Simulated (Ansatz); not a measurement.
The reference is LaAlO3 in the cubic perovskite structure (space group Pm-3m, No. 221; a = 3.812 Å).

Structures relaxed with DFT with PBE, PAW potentials and a 420 eV plane-wave cutoff in Ansatz (a first-principles code), no spin-orbit coupling.

Base:

Simulated powder pattern, Co Kα, λ = 1.79026 Å (kinematic, ideal powder, no thermal factors, no anomalous dispersion; the 10 strongest lines at most, above 2 %, up to 2θ = 90°):

```
2θ (°)  I/Imax (%)    hkl
------  ----------  -----
27.16           46  (100)
38.79          100  (110)
47.99           42  (111)
56.02           36  (200)
63.34           20  (210)
70.22           38  (211)
83.23           22  (220)
89.56           11  (221)
```

It is then changed as follows: a hydrostatic pressure of 9 GPa.

After the change:

Simulated powder pattern, Co Kα, λ = 1.79026 Å (kinematic, ideal powder, no thermal factors, no anomalous dispersion; the 10 strongest lines at most, above 2 %, up to 2θ = 90°):

| 2θ (°) | d (Å) | I/Imax (%) | hkl |
|---|---|---|---|
| 27.56 | 3.758 | 47 | (100) |
| 39.37 | 2.658 | 100 | (110) |
| 48.73 | 2.170 | 42 | (111) |
| 56.89 | 1.879 | 35 | (200) |
| 64.36 | 1.681 | 20 | (210) |
| 71.38 | 1.534 | 38 | (211) |
| 84.70 | 1.329 | 22 | (220) |

The indices refer to the base's conventional cell; one index is shown for lines that coincide.

Load acts through the strain it causes; cell and atoms are relaxed under it. Whether these cells are dynamically stable was not tested. Competing high-pressure phases were not computed. Many cubic perovskites are stable only at high temperature; tilts and polar distortions were not tested.
